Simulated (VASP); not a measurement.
# Hf in VASP: notebook, part 2 of 2

VASP 6.6.1. The steps go on from the part before.

## 3. Work function, r2SCAN

INCAR reads:

```
PREC     = Accurate       # precision mode
ENCUT    = 520            # plane-wave cutoff, eV
EDIFF    = 1E-6           # SCF threshold, eV
ISMEAR   = -1             # smearing method
SIGMA    = 0.05           # smearing width, eV
LREAL    = F              # projectors in reciprocal space
LASPH    = T              # aspherical terms in the spheres
NELM     = 80             # most SCF steps
ALGO     = Normal         # electronic algorithm
ISIF     = 2              # what is computed and relaxed
LWAVE    = F              # write WAVECAR
LCHARG   = T              # write CHGCAR
LDIPOL   = T            
IDIPOL   = 3            
DIPOL    = 0.5 0.5 0.294
METAGGA  = R2SCAN         # meta-GGA
LMIXTAU  = T            
LELF     = T              # ELF
LVHAR    = T            
LVACPOTAV= T
```

KPOINTS reads:

```
regular mesh
0
Gamma
  10 10 1
```

POSCAR reads:

```
Hf
1.0
    2.7787600000      0.0000000000      0.0000000000
    0.0000000000      2.7787600000      0.0000000000
    0.0000000000      0.0000000000     23.8000000000
Hf
1
Direct
    0.0000000000      0.0000000000      0.2941200000
```

Potentials or basis: VASP PAW PBE potentials, release 64 (Hf_pv).

Started as:

```
cat potpaw_PBE.64/Hf_pv/POTCAR > POTCAR
mpirun -np 1 vasp_std > vasp.out
```

OUTCAR:

```text
PREC = Accurate
   ENCUT = 520
   EDIFF = 1E-6
   ISMEAR = -1
   LREAL = F
   LASPH = T
   NELM = 80
   ISIF = 2
   METAGGA = R2SCAN

 ion  position               nearest neighbor table
   1  0.000  0.000  0.294-

  LATTYP: Found a simple tetragonal cell.
 ALAT       =     2.7787600000
 C/A-ratio  =     8.5649714261

  Lattice vectors:

 A1 = (   2.7787600000,   0.0000000000,   0.0000000000)
 A2 = (   0.0000000000,   2.7787600000,   0.0000000000)
 A3 = (   0.0000000000,   0.0000000000,  23.8000000000)

Analysis of symmetry for initial positions (statically):
=====================================================================
 Subroutine PRICEL returns:
 Original cell was already a primitive cell.

 Routine SETGRP: Setting up the symmetry group for a
 simple tetragonal supercell.

 Subroutine GETGRP returns: Found 16 space group operations
 (whereof  8 operations were pure point group operations)
 out of a pool of 16 trial point group operations.

The static configuration has the point symmetry C_4v.
 The point group associated with its full space group is D_4h.

Analysis of symmetry for dynamics (positions and initial velocities):
=====================================================================
 Subroutine PRICEL returns:
 Original cell was already a primitive cell.

 Routine SETGRP: Setting up the symmetry group for a
 simple tetragonal supercell.

 Subroutine GETGRP returns: Found 16 space group operations
 (whereof  8 operations were pure point group operations)
 out of a pool of 16 trial point group operations.

The dynamic configuration has the point symmetry C_4v.
 The point group associated with its full space group is D_4h.

 Subroutine INISYM returns: Found 16 space group operations
 (whereof  8 operations are pure point group operations),
 and found     1 'primitive' translations

----------------------------------------------------------------------------------------

                                     Primitive cell

  volume of cell :     183.7719

  direct lattice vectors                    reciprocal lattice vectors
     2.778760000  0.000000000  0.000000000     0.359872749  0.000000000  0.000000000
     0.000000000  2.778760000  0.000000000     0.000000000  0.359872749  0.000000000
     0.000000000  0.000000000 23.800000000     0.000000000  0.000000000  0.042016807

  length of vectors
     2.778760000  2.778760000 23.800000000     0.359872749  0.359872749  0.042016807

  position of ions in fractional coordinates (direct lattice)
     0.000000000  0.000000000  0.294120000

  ion indices of the primitive-cell ions
   primitive index   ion index
                 1           1

----------------------------------------------------------------------------------------

 KPOINTS: regular mesh

Automatic generation of k-mesh.
 Grid dimensions read from file:
 generate k-points for:   10   10    1

 Generating k-lattice:

[... 22 lines left out ...]
  0.400000  0.000000  0.000000      4.000000
  0.500000  0.000000  0.000000      2.000000
[... 13 lines left out ...]
  0.500000  0.400000  0.000000      4.000000
  0.500000  0.500000  0.000000      1.000000
   k-points           NKPTS =     21   k-points in BZ     NKDIM =     21   number of bands    NBANDS=      9
   number of dos      NEDOS =    301   number of ions     NIONS =      1
   total plane-waves  NPLWV = 103680
   dimension x,y,z NGX =    24 NGY =   24 NGZ =  180
   dimension x,y,z NGXF=    48 NGYF=   48 NGZF=  360
   ions per type =               1
   NGX,Y,Z   is equivalent  to a cutoff of  14.36, 14.36, 12.57 a.u.
   NGXF,Y,Z  is equivalent  to a cutoff of  28.72, 28.72, 25.15 a.u.
 SYSTEM =  unknown system
   PREC   = accura    normal or accurate (medium, high low for compatibility)
   ISTART =      0    job   : 0-new  1-cont  2-samecut
   ICHARG =      2    charge: 1-file 2-atom 10-const
   ISPIN  =      1    spin polarized calculation?
   LNONCOLLINEAR =      F non collinear calculations
   LSORBIT =      F    spin-orbit coupling
   LASPH  =      T    aspherical Exc in radial PAW
   ENCUT  =  520.0 eV  38.22 Ry    6.18 a.u.   5.17  5.17 44.25*2*pi/ulx,y,z
   NELM   =     80;   NELMIN=  2; NELMDL= -5     # of ELM steps
   EDIFF  = 0.1E-05   stopping-criterion for ELM
   LREAL  =      F    real-space projection
   EDIFFG = 0.1E-04   stopping-criterion for IOM
   NSW    =      0    number of steps for IOM
   IBRION =     -1    ionic relax: 0-MD 1-quasi-New 2-CG
   NFREE  =      0    steps in history (QN), initial steepest desc. (CG)
   ISIF   =      2    stress and relaxation
   ISYM   =      2    0-nonsym 1-usesym 2-fastsym
   POTIM  = 0.5000    time-step for ionic-motion
   TEBEG  =    0.0;   TEEND  =   0.0 temperature during run
   PSTRESS=    0.0 pullay stress
   NELECT =      10.0000    total number of electrons
   NUPDOWN=      -1.0000    fix difference up-down
   EMIN   =  10.00;   EMAX   =-10.00  energy-range for DOS
   EFERMI =   0.00;   METHOD = LEGACY
   ISMEAR =    -1;   SIGMA  =   0.05  broadening in eV -4-tet -1-fermi 0-gaus
   EFERMI_NEDOS =   21; number of points for ismear=-14 and -15
   IALGO  =     38    algorithm
   IMIX   =      4    mixing-type and parameters
     AMIX     =   0.40;   BMIX     =  1.00
     AMIX_MAG =   1.60;   BMIX_MAG =  1.00
  volume/ion in A,a.u.               =     183.77      1240.15
  Fermi-wavevector in a.u.,A,eV,Ry     =   0.620367  1.172323  5.236268  0.384855
  Thomas-Fermi vector in A             =   1.679493
   LORBIT       =      0    0 simple, 1 ext, 2 COOP (PROOUT), +10 PAW based schemes
   METAGGA = R2SCAN    functional components
   LHFCALC =     F    Hartree Fock is set to
   AEXX    =    0.0000 exact exchange contribution
   IVDW    =     0    specifies the selected vdW correction
   LEPSILON=     F    determine dielectric tensor
   LRPA    =     F    only Hartree local field effects (RPA)
 non-spin polarized calculation
  energy-cutoff  :      520.00
  volume of cell :      183.77
 maximum number of plane-waves:      4993
 NGX is ok and might be reduce to    24
   NGX = 11   NGY = 11   NGZ = 89

 dipolmoment           0.000000      0.000000     -0.000000 electrons x Angstroem

 number of electron      10.0000000 magnetization

 dipolmoment           0.000000      0.000000      0.000000 electrons x Angstroem

 Free energy of the ion-electron system (eV)
  ---------------------------------------------------
  ext. energy  EPLUGINS =         0.00000000
  ---------------------------------------------------
  free energy    TOTEN  =       -42.51728330 eV

  energy without entropy =      -42.49882651  energy(sigma->0) =      -42.50805491

 E-fermi :  -3.1721     XC(G=0):  -2.1788

 val. band max:       -3.1904199507   @ k =   0.3000   0.3000   0.0000
 cond. band min:      -3.1253624679   @ k =   0.1000   0.0000   0.0000
 fundamental gap:      0.0650574828
 Fermi energy:        -3.1721344832

 k-point     1 :       0.0000    0.0000    0.0000
  band No.  band energies     occupation
      1     -35.3153      2.00000
      2     -34.3048      2.00000
      3     -34.3048      2.00000
      4      -8.6469      2.00000
      5      -4.7531      2.00000
      6      -3.3168      1.89499
      7      -2.9877      0.04883
      8       1.0581      0.00000
      9       1.2731      0.00000
[... 229 lines left out ...]
 k-point    21 :       0.5000    0.5000    0.0000
  band No.  band energies     occupation
      1     -35.5005      2.00000
      2     -35.5005      2.00000
      3     -34.9903      2.00000
      4      -6.1578      2.00000
      5      -2.6942      0.00014
      6      -2.6942      0.00014
      7       0.6411      0.00000
      8       4.2320      0.00000
      9       4.2320      0.00000

------------------------ aborting loop because EDIFF is reached ----------------------------------------

 vacuum level on the upper side and lower side of the slab       (xc-potential included)        -0.043        -0.043

  FORCE on cell =-STRESS in cart. coord.  units (eV):
  Direction    XX          YY          ZZ          XY          YZ          ZX
  --------------------------------------------------------------------------------------
  -------------------------------------------------------------------------------------
  Total       -0.5289821     -0.5289821      0.0009849      0.0000000     -0.0000000      0.0000000
  in kB       -4.6118222     -4.6118222      0.0085867      0.0000000     -0.0000000      0.0000000
  external PRESSURE =      -3.0716859 kB  Pullay stress =       0.0000000 kB

 VOLUME and BASIS-vectors are now :
 -----------------------------------------------------------------------------
  energy-cutoff  :      520.00
  volume of cell :      183.77
      direct lattice vectors                 reciprocal lattice vectors
     2.778760000  0.000000000  0.000000000     0.359872749  0.000000000  0.000000000
     0.000000000  2.778760000  0.000000000     0.000000000  0.359872749  0.000000000
     0.000000000  0.000000000 23.800000000     0.000000000  0.000000000  0.042016807

 POSITION                                       TOTAL-FORCE (eV/Angst)
 -----------------------------------------------------------------------------------
      0.00000      0.00000      7.00006         0.000000      0.000000      0.000000
 -----------------------------------------------------------------------------------
    total drift:                                0.000000      0.000000      0.000133

  FREE ENERGIE OF THE ION-ELECTRON SYSTEM (eV)
  ---------------------------------------------------
  free  energy   TOTEN  =       -42.5172832993 eV

  energy  without entropy=      -42.4988265117  energy(sigma->0) =      -42.50805491

 vacuum level on the upper side and lower side of the slab         1.186         1.186
```

Wall time 5.2 min (1 thread of Intel Xeon Platinum 8375C at 2.90GHz (Ice Lake), shared host); peak memory 0.36 GiB.

What came out:

```
Free energy                     : -42.5173 eV
Band gap on the k mesh          : none (metal or under the smearing width)
Work function of the upper face : 4.36 eV
Work function of the lower face : 4.36 eV
```

Caveat: the PAW data sets were made with another functional, which shifts forces and pressure a little. The run has no spin-orbit coupling, so splittings on Hf are missing.

## 4. Work function, LDA

INCAR reads:

```
SYSTEM = Hf
ALGO = Normal
DIPOL = 0.5 0.5 0.294
EDIFF = 1E-6
ENCUT = 520
IDIPOL = 3
ISIF = 2
ISMEAR = -1
LASPH = .True.
LCHARG = .True.
LDIPOL = .True.
LELF = .True.
LREAL = Auto
LVACPOTAV = .True.
LVHAR = .True.
LWAVE = .False.
NELM = 80
PREC = Accurate
SIGMA = 0.05
```

KPOINTS reads:

```
k-points
0
Gamma
  5 5 1
  0 0 0
```

POSCAR is that of step 3.

Potentials or basis: VASP PAW LDA potentials, release 64 (Hf_pv).

Started as:

```
cat potpaw_LDA.64/Hf_pv/POTCAR > POTCAR
mpirun -np 1 vasp_std > vasp.out
```

OUTCAR:

```text
SYSTEM = Hf
   EDIFF = 1E-6
   ENCUT = 520
   ISIF = 2
   ISMEAR = -1
   LASPH = .True.
   LREAL = Auto
   NELM = 80
   PREC = Accurate

 ion  position               nearest neighbor table
   1  0.000  0.000  0.294-

  LATTYP: Found a simple tetragonal cell.
 ALAT       =     2.7787600000
 C/A-ratio  =     8.5649714261

  Lattice vectors:

 A1 = (   2.7787600000,   0.0000000000,   0.0000000000)
 A2 = (   0.0000000000,   2.7787600000,   0.0000000000)
 A3 = (   0.0000000000,   0.0000000000,  23.8000000000)

Analysis of symmetry for initial positions (statically):
=====================================================================
 Subroutine PRICEL returns:
 Original cell was already a primitive cell.

 Routine SETGRP: Setting up the symmetry group for a
 simple tetragonal supercell.

 Subroutine GETGRP returns: Found 16 space group operations
 (whereof  8 operations were pure point group operations)
 out of a pool of 16 trial point group operations.

The static configuration has the point symmetry C_4v.
 The point group associated with its full space group is D_4h.

Analysis of symmetry for dynamics (positions and initial velocities):
=====================================================================
 Subroutine PRICEL returns:
 Original cell was already a primitive cell.

 Routine SETGRP: Setting up the symmetry group for a
 simple tetragonal supercell.

 Subroutine GETGRP returns: Found 16 space group operations
 (whereof  8 operations were pure point group operations)
 out of a pool of 16 trial point group operations.

The dynamic configuration has the point symmetry C_4v.
 The point group associated with its full space group is D_4h.

 Subroutine INISYM returns: Found 16 space group operations
 (whereof  8 operations are pure point group operations),
 and found     1 'primitive' translations

----------------------------------------------------------------------------------------

[... 99 lines left out ...]
   IVDW    =     0    specifies the selected vdW correction
   LEPSILON=     F    determine dielectric tensor
   LRPA    =     F    only Hartree local field effects (RPA)
 non-spin polarized calculation
  energy-cutoff  :      520.00
  volume of cell :      183.77
 maximum number of plane-waves:      4993
 NGX is ok and might be reduce to    24
   NGX = 11   NGY = 11   NGZ = 89

 dipolmoment           0.000000      0.000000     -0.000001 electrons x Angstroem

 number of electron      10.0000000 magnetization

 dipolmoment           0.000000      0.000000      0.000002 electrons x Angstroem

 Free energy of the ion-electron system (eV)
  ---------------------------------------------------
  ext. energy  EPLUGINS =         0.00000000
  ---------------------------------------------------
  free energy    TOTEN  =        -7.99077571 eV

  energy without entropy =       -7.96243914  energy(sigma->0) =       -7.97660742

 E-fermi :  -3.4149     XC(G=0):  -2.2167

 val. band max:       -3.4484462443   @ k =   0.2000   0.2000   0.0000
 cond. band min:      -3.3600059625   @ k =   0.4000   0.4000   0.0000
 fundamental gap:      0.0884402817
 Fermi energy:        -3.4149165070

 k-point     1 :       0.0000    0.0000    0.0000
  band No.  band energies     occupation
      1     -34.4864      2.00000
      2     -33.5579      2.00000
      3     -33.5579      2.00000
      4      -8.7577      2.00000
      5      -5.2757      2.00000
      6      -3.9577      1.99996
      7      -3.1201      0.00549
      8       0.8466      0.00000
      9       1.1433      0.00000
[... 49 lines left out ...]
 k-point     6 :       0.4000    0.4000    0.0000
  band No.  band energies     occupation
      1     -34.6388      2.00000
      2     -34.6250      2.00000
      3     -34.2041      2.00000
      4      -5.9681      2.00000
      5      -3.3600      0.50015
      6      -2.9054      0.00008
      7      -0.9563      0.00000
      8       1.9326      0.00000
      9       2.0308      0.00000

------------------------ aborting loop because EDIFF is reached ----------------------------------------

  FORCE on cell =-STRESS in cart. coord.  units (eV):
  Direction    XX          YY          ZZ          XY          YZ          ZX
  --------------------------------------------------------------------------------------
  -------------------------------------------------------------------------------------
  Total       -1.0945379     -1.0945379     -0.0037151      0.0000000      0.0000000      0.0000000
  in kB       -9.5425044     -9.5425044     -0.0323889      0.0000000      0.0000000      0.0000000
  external PRESSURE =      -6.3724659 kB  Pullay stress =       0.0000000 kB

 VOLUME and BASIS-vectors are now :
 -----------------------------------------------------------------------------
  energy-cutoff  :      520.00
  volume of cell :      183.77
      direct lattice vectors                 reciprocal lattice vectors
     2.778760000  0.000000000  0.000000000     0.359872749  0.000000000  0.000000000
     0.000000000  2.778760000  0.000000000     0.000000000  0.359872749  0.000000000
     0.000000000  0.000000000 23.800000000     0.000000000  0.000000000  0.042016807

 POSITION                                       TOTAL-FORCE (eV/Angst)
 -----------------------------------------------------------------------------------
      0.00000      0.00000      7.00006         0.000000      0.000000     -0.000000
 -----------------------------------------------------------------------------------
    total drift:                                0.000000      0.000000      0.000018

  FREE ENERGIE OF THE ION-ELECTRON SYSTEM (eV)
  ---------------------------------------------------
  free  energy   TOTEN  =        -7.9907757051 eV

  energy  without entropy=       -7.9624391411  energy(sigma->0) =       -7.97660742

 vacuum level on the upper side and lower side of the slab         1.247         1.247
```

stdout:

```text
POSCAR found type information on POSCAR Hf
 POSCAR found :  1 types and       1 ions
 scaLAPACK will be used
 -----------------------------------------------------------------------------
|                                                                             |
[... 27 lines left out ...]
|     field-free region was found. Please increase the size of  your cell     |
|     in the dimension of the dipole correction to obtain accurate            |
|     workfunction values.                                                    |
|                                                                             |
 -----------------------------------------------------------------------------
```

It took 16 s on 1 thread of Intel Xeon Platinum 8375C at 2.90GHz (Ice Lake), shared host; peak memory 0.23 GiB.

The run converged, but some of its settings lie outside the range that counts as converged (typed here: k = 5 × 5 × 1; LREAL = Auto), so its numbers aren't taken as properties of the sheet.

Results:

```
Free energy                     : -7.9908 eV
Band gap on the k mesh          : none (metal or under the smearing width)
Work function of the upper face : 4.66 eV
Work function of the lower face : 4.66 eV
```

Caveat: the k mesh is coarse (spacing up to 0.45 Å⁻¹), so the values aren't converged.
